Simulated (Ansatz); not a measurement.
LiI (rock salt)

```
CELL_PARAMETERS angstrom
      0.00000     6.01819     6.01819
      3.00909     0.00000     3.00909
      3.00909     3.00909     0.00000
ATOMIC_POSITIONS crystal
  I  0.00000 0.00000 0.00000
  I  0.50000 0.00000 0.00000
  Li 0.25000 0.50000 0.50000
  Li 0.75000 0.50000 0.50000
```

The atoms are displaced by Q × the pattern below (from a DFPT mode at L = (0.5, 0.0, 0.0), largest move 1; Q in Å), at fixed cell. It is one choice among 2 degenerate patterns. (q is in reciprocal vectors of the primitive cell; the cell shown is doubled to hold the pattern.)

```tsv
atom	x	y	z
I1	0.285	-0.520	0.805
I2	-0.285	0.520	-0.805
```

Atoms not listed stay in place.

Level of theory: r2SCAN (plane waves to 500 eV, PAW, scalar-relativistic; Ansatz, a quantum-chemistry and plane-wave program). k mesh 5×10×10 (Γ-centred), Fermi-Dirac smearing 0.05 eV. The energy includes the smearing's −TS. LiI was relaxed with its symmetry unable to fall. Spin-orbit coupling is left out, though I is heavy. ΔE is measured from the undisplaced structure.

```tsv
Q (Å)	ΔE (meV/cell)
-0.180	33.6
-0.150	23.2
-0.120	withheld
-0.090	8.3
-0.060	3.7
-0.030	0.9
0.000	0.0
0.030	0.9
0.060	3.7
0.090	8.3
0.120	withheld
0.150	23.2
0.180	33.6
```

### Question
Fit an even polynomial form (powers 2, 4) to the given rows and predict ΔE at Q = 0.120.

### Answer
Least squares on the 11 given rows: ΔE = (1020)·Q² + (526.7)·Q⁴, in meV/cell with Q in Å; root-mean-square residual 0.01 meV/cell. At 0.120 the fit gives 14.8 meV/cell; the calculation gives 14.8 meV/cell, the same to the digits shown. The quadratic term alone would give 14.7 meV/cell.

(A displaced cell: forces are minus the slopes of the energy, force constants its curvatures, and phonons follow from these.)
